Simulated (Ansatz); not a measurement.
Crystal: WS2 (Tungstenite).

```
CELL_PARAMETERS angstrom
3.18000 0.00000 0.00000
-1.59000 2.75396 0.00000
0.00000 0.00000 12.50000
ATOMIC_POSITIONS crystal
W 0.66667 0.33333 0.75000
W 0.33333 0.66667 0.25000
S 0.66667 0.33333 0.37500
S 0.33333 0.66667 0.87500
S 0.66667 0.33333 0.12500
S 0.33333 0.66667 0.62500
```

Program: Ansatz 0.2.0. Alike in all runs: potentials or basis Ansatz PAW; no spin polarisation; cell as given; cutoff (eV) 420.

Question: Order these runs on this cell by their band gap on the k mesh, lowest first.
A. level PBE; k mesh 17 × 17 × 4; smearing fermi-dirac 0.05 eV; mesh quality not flagged
B. level PBE; k mesh 4 × 4 × 1; smearing fermi-dirac 0.05 eV; mesh quality coarse
C. level PBEsol+U; U W d U = 6 eV; k mesh 10 × 10 × 3; smearing fermi-dirac 0.05 eV; points for each segment of the path 14; hubbard projectors ortho-atomic (the default); double counting fll (the default); mesh quality not flagged
D. level HSE06; k mesh 6 × 6 × 2; smearing fixed; level hse06; run kind scf; mesh quality not flagged
E. level PBE0; k mesh 6 × 6 × 2; smearing fixed; level pbe0; run kind scf; mesh quality not flagged

Answer: A (1.04 eV), C (1.21 eV), B (1.39 eV), D (1.58 eV), E (2.24 eV).

Caveats: some runs use coarse meshes; spin-orbit coupling is left out, which moves the levels of the heavy elements; odd divisions of the mesh miss points on the zone boundary, where band edges often lie, so the gap on the mesh can be too wide (some runs); the k mesh misses the band edges, so the gap on the mesh is wider than the one along the path (some runs).

Not every run made on this cell is shown here.
